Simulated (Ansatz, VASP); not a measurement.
Te2Mo in VASP and in Ansatz

The input INCAR:

```
SYSTEM = Te2Mo
ALGO = Normal
EDIFF = 1E-6
ENCUT = 520
GGA = CA
ISIF = 2
ISMEAR = 0
LASPH = .TRUE.
LCHARG = .FALSE.
LREAL = .FALSE.
LWAVE = .FALSE.
NBANDS = 35
NELM = 80
PREC = Accurate
SIGMA = 0.1
```

File KPOINTS:

```
k-points
0
G
  8 8 1
  0 0 0
```

File POSCAR:

```
Te2Mo
1.0
    3.5603917377      0.0000000000      0.0000000000
   -1.7801958688      3.0833896922      0.0000000000
    0.0000000000      0.0000000000     24.8112624000
Te Mo
4 2
Direct
    0.3333333333      0.6666666667      0.2236394800
    0.6666666667      0.3333333333      0.9206288600
    0.6666666667      0.3333333333      0.7767635628
    0.3333333333      0.6666666667      0.0793711400
    0.6666666667      0.3333333333      0.1515414900
    0.3333333333      0.6666666667      0.8484585100
```

Input for Ansatz:

```yaml
crystal:
  lattice:
    - [3.5603917377, 0.0, 0.0]
    - [-1.7801958688, 3.0833896922, 0.0]
    - [0.0, 0.0, 24.8112624]
  atoms:
    - { symbol: Te, position: [0.3333333333, 0.6666666667, 0.22363948] }
    - { symbol: Te, position: [0.6666666667, 0.3333333333, 0.92062886] }
    - { symbol: Te, position: [0.6666666667, 0.3333333333, 0.7767635628] }
    - { symbol: Te, position: [0.3333333333, 0.6666666667, 0.07937114] }
    - { symbol: Mo, position: [0.6666666667, 0.3333333333, 0.15154149] }
    - { symbol: Mo, position: [0.3333333333, 0.6666666667, 0.84845851] }
hamiltonian:
  xc: lda
  pseudopotentials: { kind: paw }
kpoints:
  mp_grid: { grid: [8, 8, 1] }
scf:
  occupations: { method: gaussian, width: 0.1 }
  convergence: { dr2_threshold: 1.0e-11 }
basis:
  ecutwfc: 600
output:
  forces: true
```

Alike in both runs: task single point; functional LDA; k mesh 8 × 8 × 1; occupations gaussian, width 0.1 eV; no spin polarisation.

```csv
,VASP,Ansatz
version,VASP 6.6.1,Ansatz 0.2.0
potentials or method,"VASP PAW LDA potentials, release 64 (Te, Mo_sv)","scalar-relativistic, plane waves, PAW"
plane-wave cutoff (eV),520,600
valence electrons in the cell,52,92
```

|  | VASP | Ansatz | Ansatz less VASP |
| --- | --- | --- | --- |
| rms of the force components (eV/Å) | 0.134 | 0.159 | +0.0245 |

Atom by atom the forces differ by 0.025 eV/Å (rms over components). The two sets of potentials don't hold the same shells in valence.
